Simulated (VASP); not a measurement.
BaTiO3: equilibrium volume by level of theory

```
Ba Ti O
1.0
     3.99980    0.00000    0.00000
     0.00000    3.99980    0.00000
     0.00000    0.00000    4.01800
Ba Ti O
1 1 3
Direct
  0.00000 0.00000 0.00000
  0.50000 0.50000 0.49000
  0.00000 0.50000 0.51700
  0.50000 0.00000 0.51700
  0.50000 0.50000 0.01900
```

| rung | level | program and potentials | cutoff (eV) | k mesh | equilibrium volume (Å³/atom) | notes |
| --- | --- | --- | --- | --- | --- | --- |
| GGA | PBE | VASP, PBE PAW files Ba_sv, O, Ti_sv, 600 eV | 600 | 7 × 7 × 7 | 13.49 | - |
| GGA + dispersion | PBE+D3(BJ) | VASP, PBE PAW files Ba_sv, O, Ti_sv, 600 eV | 600 | 7 × 7 × 7 | 13.06 | - |
| GGA + dispersion | PBE+D4 | VASP, PBE PAW files Ba_sv, O, Ti_sv, 600 eV | 600 | 7 × 7 × 7 | 13.14 | - |
| GGA + dispersion | PBE+TS | VASP, PBE PAW files Ba_sv, O, Ti_sv, 600 eV | 600 | 7 × 7 × 7 | 12.54 | - |
| GGA | PBEsol | VASP, PBE PAW files Ba_sv, O, Ti_sv, 600 eV | 600 | 7 × 7 × 7 | 12.79 | potentials made for PBE |
| GGA + dispersion | PBEsol+D4 | VASP, PBE PAW files Ba_sv, O, Ti_sv, 600 eV | 600 | 7 × 7 × 7 | 12.63 | potentials made for PBE |
| GGA | RPBE | VASP, PBE PAW files Ba_sv, O, Ti_sv, 600 eV | 600 | 7 × 7 × 7 | 14.23 | potentials made for PBE |
| GGA + dispersion | RPBE+D3(BJ) | VASP, PBE PAW files Ba_sv, O, Ti_sv, 600 eV | 600 | 7 × 7 × 7 | 11.61 | potentials made for PBE |
| GGA + dispersion | RPBE+D3(zero damping) | VASP, PBE PAW files Ba_sv, O, Ti_sv, 600 eV | 600 | 7 × 7 × 7 | 13.67 | potentials made for PBE |
| GGA + dispersion | revPBE+D3(BJ) | VASP, PBE PAW files Ba_sv, O, Ti_sv, 600 eV | 600 | 7 × 7 × 7 | 13.08 | potentials made for PBE |
| non-local van der Waals functional | PBEsol+rVV10 | VASP, PBE PAW files Ba_sv, O, Ti_sv, 600 eV | 600 | 7 × 7 × 7 | 12.73 | potentials made for PBE |
| meta-GGA | revTPSS | VASP, PBE PAW files Ba_sv, O, Ti_sv, 600 eV | 600 | 7 × 7 × 7 | 13.02 | potentials made for PBE |

Task: relaxation of cell and atoms. All rows: no spin polarisation. Meshes are those of the run's cell of 5 atoms unless a note names another. Relaxations start from the cell shown or near it and stop with a little pressure left. Runs on faulty files, with rough fits or with known faults for this quantity aren't shown. No row holds spin-orbit coupling.

By rung: GGA 12.79 to 14.23; GGA + dispersion 11.61 to 13.67; non-local van der Waals functional 12.73; meta-GGA 13.02 (Å³/atom).
